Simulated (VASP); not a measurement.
# Co (P-3m1) in VASP: notebook, part 2 of 2

VASP 6.6.1. The steps go on from the part before.

## (4) Single point, LDA, collinear spin, ferromagnetic start

Contents of INCAR:

```
PREC = Accurate
ENCUT = 460
EDIFF = 1E-6
ISMEAR = -1
SIGMA = 0.1
LREAL = False
LASPH = True
NELM = 100
ALGO = Normal
ISIF = 2
LWAVE = False
LCHARG = False
ISPIN = 2
MAGMOM = 2 2
LORBIT = 11
LMAXMIX = 4
GGA = CA
NBANDS = 20
ADDGRID = False
```

Contents of KPOINTS:

```
Automatic mesh
0
Gamma
  4 4 2
```

Contents of POSCAR:

```
Co
1.0
    2.4873648738      0.0000000000      0.0000000000
   -1.2436824369      2.1541211692      0.0000000000
    0.0000000000      0.0000000000      4.0632895034
Co
2
Direct
    0.3275520000      0.6759820000      0.7288160000
    0.6891290000      0.3188900000      0.2643300000
```

Potentials or basis: VASP PAW LDA potentials, release 64 (Co).

Command:

```
cat potpaw_LDA.64/Co/POTCAR > POTCAR
mpirun -np 1 vasp_std > vasp.out
```

OUTCAR:

```text
PREC = Accurate
   ENCUT = 460
   EDIFF = 1E-6
   ISMEAR = -1
   LREAL = False
   LASPH = True
   NELM = 100
   ISIF = 2
   ISPIN = 2
   LORBIT = 11
   GGA = CA

 Found     20 irreducible k-points:

 Following reciprocal coordinates:
            Coordinates               Weight
  0.000000  0.000000  0.000000      1.000000
  0.250000 -0.000000  0.000000      2.000000
  0.000000  0.250000  0.000000      2.000000
 -0.250000  0.250000  0.000000      2.000000
  0.500000 -0.000000  0.000000      1.000000
  0.000000  0.500000  0.000000      1.000000
   k-points           NKPTS =     20   k-points in BZ     NKDIM =     20   number of bands    NBANDS=     20
   number of dos      NEDOS =    301   number of ions     NIONS =      2
   total plane-waves  NPLWV =   9072
   dimension x,y,z NGX =    18 NGY =   18 NGZ =   28
   dimension x,y,z NGXF=    36 NGYF=   36 NGZF=   56
   ions per type =               2
   NGX,Y,Z   is equivalent  to a cutoff of  12.03, 12.03, 11.46 a.u.
   NGXF,Y,Z  is equivalent  to a cutoff of  24.06, 24.06, 22.91 a.u.
 SYSTEM =  unknown system
   PREC   = accura    normal or accurate (medium, high low for compatibility)
   ISTART =      0    job   : 0-new  1-cont  2-samecut
   ICHARG =      2    charge: 1-file 2-atom 10-const
   ISPIN  =      2    spin polarized calculation?
   LNONCOLLINEAR =      F non collinear calculations
   LSORBIT =      F    spin-orbit coupling
   LASPH  =      T    aspherical Exc in radial PAW
   ENCUT  =  460.0 eV  33.81 Ry    5.81 a.u.   4.35  4.35  7.11*2*pi/ulx,y,z
   NELM   =    100;   NELMIN=  2; NELMDL= -5     # of ELM steps
   EDIFF  = 0.1E-05   stopping-criterion for ELM
   LREAL  =      F    real-space projection
   EDIFFG = 0.1E-04   stopping-criterion for IOM
   NSW    =      0    number of steps for IOM
   IBRION =     -1    ionic relax: 0-MD 1-quasi-New 2-CG
   NFREE  =      0    steps in history (QN), initial steepest desc. (CG)
   ISIF   =      2    stress and relaxation
   ISYM   =      2    0-nonsym 1-usesym 2-fastsym
   POTIM  = 0.5000    time-step for ionic-motion
   TEBEG  =    0.0;   TEEND  =   0.0 temperature during run
   PSTRESS=    0.0 pullay stress
   NELECT =      18.0000    total number of electrons
   NUPDOWN=      -1.0000    fix difference up-down
[... 30 lines left out ...]
  ext. energy  EPLUGINS =         0.00000000
  ---------------------------------------------------
  free energy    TOTEN  =       -16.07034388 eV

  energy without entropy =      -15.98371074  energy(sigma->0) =      -16.02702731

 E-fermi :   9.9173     XC(G=0): -13.6956

 val. band max:        9.8867395953   @ k =   0.2500  -0.0000   0.0000
 cond. band min:       9.9297289388   @ k =   0.5000   0.2500   0.5000
 fundamental gap:      0.0429893435
 Fermi energy:         9.9172812411

 spin component 1

 k-point     1 :       0.0000    0.0000    0.0000
  band No.  band energies     occupation
      1       0.9491      1.00000
      2       4.7814      1.00000
      3       7.3280      1.00000
      4       7.4086      1.00000
      5       7.4846      1.00000
      6       7.7142      1.00000
[... 127 lines left out ...]
     19      32.4972      0.00000
     20      35.0072      0.00000

 [... further k-points ...]

 spin component 2

 k-point     1 :       0.0000    0.0000    0.0000
  band No.  band energies     occupation
      1       1.1811      1.00000
      2       5.7076      1.00000
      3       8.7349      0.99999
      4       8.8337      0.99998
      5       8.9376      0.99994
      6       9.1762      0.99940
[... 127 lines left out ...]
     19      32.7584      0.00000
     20      35.4127      0.00000

 [... further k-points ...]

------------------------ aborting loop because EDIFF is reached ----------------------------------------

  FORCE on cell =-STRESS in cart. coord.  units (eV):
  Direction    XX          YY          ZZ          XY          YZ          ZX
  --------------------------------------------------------------------------------------
  -------------------------------------------------------------------------------------
  Total       -2.2682928     -2.1049172     -1.6144015      0.1542800     -0.1192864      0.2385309
  in kB     -166.9253518   -154.9024226   -118.8050051     11.3535827     -8.7783750     17.5536697
  external PRESSURE =    -146.8775932 kB  Pullay stress =       0.0000000 kB

 VOLUME and BASIS-vectors are now :
 -----------------------------------------------------------------------------
  energy-cutoff  :      460.00
  volume of cell :       21.77
      direct lattice vectors                 reciprocal lattice vectors
     2.487364874  0.000000000  0.000000000     0.402031889  0.232113220  0.000000000
    -1.243682437  2.154121169  0.000000000     0.000000000  0.464226439  0.000000000
     0.000000000  0.000000000  4.063289503     0.000000000  0.000000000  0.246106018

 POSITION                                       TOTAL-FORCE (eV/Angst)
 -----------------------------------------------------------------------------------
     -0.02597      1.45615      2.96139         0.300263     -0.152105      0.768943
      1.31752      0.68693      1.07405        -0.300263      0.152105     -0.768943
 -----------------------------------------------------------------------------------
    total drift:                                0.000011      0.000009      0.000063

  FREE ENERGIE OF THE ION-ELECTRON SYSTEM (eV)
  ---------------------------------------------------
  free  energy   TOTEN  =       -16.0703438756 eV

  energy  without entropy=      -15.9837107417  energy(sigma->0) =      -16.02702731

 total charge

# of ion       s       p       d       tot
------------------------------------------
    1        0.498   0.501   7.307   8.306
    2        0.498   0.501   7.307   8.306
--------------------------------------------------
tot          0.995   1.003  14.614  16.612

 magnetization (x)

# of ion       s       p       d       tot
------------------------------------------
    1       -0.008  -0.018   1.639   1.613
    2       -0.008  -0.018   1.639   1.613
--------------------------------------------------
tot         -0.016  -0.035   3.277   3.226
```

OSZICAR:

```text
N       E                     dE             d eps       ncg     rms          rms(c)
DAV:   1     0.793820334500E+02    0.79382E+02   -0.75345E+03  1680   0.114E+03
DAV:   2    -0.139654011059E+02   -0.93347E+02   -0.84168E+02  1632   0.208E+02
DAV:   3    -0.182851001527E+02   -0.43197E+01   -0.40939E+01  1816   0.543E+01
DAV:   4    -0.183519616665E+02   -0.66862E-01   -0.66809E-01  1908   0.602E+00
DAV:   5    -0.183542558389E+02   -0.22942E-02   -0.22940E-02  1880   0.109E+00    0.155E+01
DAV:   6    -0.167043373377E+02    0.16499E+01   -0.89975E+00  1804   0.598E+01    0.836E+00
DAV:   7    -0.160963060565E+02    0.60803E+00   -0.14588E+00  1896   0.232E+01    0.373E+00
DAV:   8    -0.160823987902E+02    0.13907E-01   -0.16345E-02  2128   0.934E-01    0.195E+00
DAV:   9    -0.160719282537E+02    0.10471E-01   -0.17799E-03  2296   0.600E-01    0.603E-01
DAV:  10    -0.160703242761E+02    0.16040E-02   -0.36402E-04  2408   0.188E-01    0.211E-01
DAV:  11    -0.160703527006E+02   -0.28425E-04   -0.12236E-04  2116   0.145E-01    0.407E-02
DAV:  12    -0.160703445822E+02    0.81184E-05   -0.93656E-06  1816   0.294E-02    0.213E-02
DAV:  13    -0.160703438756E+02    0.70662E-06   -0.10396E-06  1180   0.143E-02
   1 F= -.16070344E+02 E0= -.16027027E+02  d E =-.866331E-01  mag=     3.2440
```

stdout:

```text
POSCAR found type information on POSCAR Co
 POSCAR found :  1 types and       2 ions
 scaLAPACK will be used
 LDA part: xc-table for (Slater(with rela. corr.)+CA(PZ))
 , standard interpolation
 POSCAR, INCAR and KPOINTS ok, starting setup
 FFT: planning ... GRIDC
 FFT: planning ... GRID_SOFT
 FFT: planning ... GRID
 WAVECAR not read
 entering main loop
```

It took 6.3 s on 1 thread of Intel Xeon 6975P-C (Granite Rapids), shared host; peak memory 0.12 GiB.

These settings aren't checked as converged: the numbers below hold their error.

What came out:

* Free energy: -16.0703 eV
* Pressure: -14.7 GPa
* Largest force: 0.839 eV/Å
* Band gap on the k mesh: none (metal or under the smearing width)
* Net moment: 3.25 μB per cell
* Site moments: Co +1.61 μB
* Valence electrons inside the program's atomic spheres: Co 8.31

Caveat: the k mesh is coarse (spacing up to 0.77 Å⁻¹), so the values aren't converged.

## (5) Single point, LDA, collinear spin, ferromagnetic start

Changes to INCAR since step 4:

```diff
@@ -1,3 +1,3 @@
 PREC = Accurate
-ENCUT = 460
+ENCUT = 520
 EDIFF = 1E-6
```

KPOINTS is that of step 4.

Contents of POSCAR:

```
Co
1.0
    2.4873648738      0.0000000000      0.0000000000
   -1.2436824369      2.1541211692      0.0000000000
    0.0000000000      0.0000000000      4.0632895034
Co
2
Direct
    0.3333333333      0.6666666667      0.7401390000
    0.6666666667      0.3333333333      0.2598610000
```

Command:

```
cat potpaw_LDA.64/Co/POTCAR > POTCAR
mpirun -np 1 vasp_std > vasp.out
```

It took 3.8 s on 1 thread of Intel Xeon 6975P-C (Granite Rapids), shared host; peak memory 0.12 GiB.

The run converged, but some of its settings lie outside the range that counts as converged, so its numbers aren't taken as properties of the crystal.

Results:

| Quantity | Value |
| --- | --- |
| Free energy | -16.1233 eV |
| Pressure | -16.7 GPa |
| Largest force | 0.324 eV/Å |
| Band gap on the k mesh | none (metal or under the smearing width) |
| Net moment | 3.26 μB per cell |
| Site moments | Co +1.62 μB |
| Valence electrons inside the program's atomic spheres | Co 8.29 |

Caveat: the k mesh is coarse (spacing up to 0.77 Å⁻¹), so the values aren't converged.
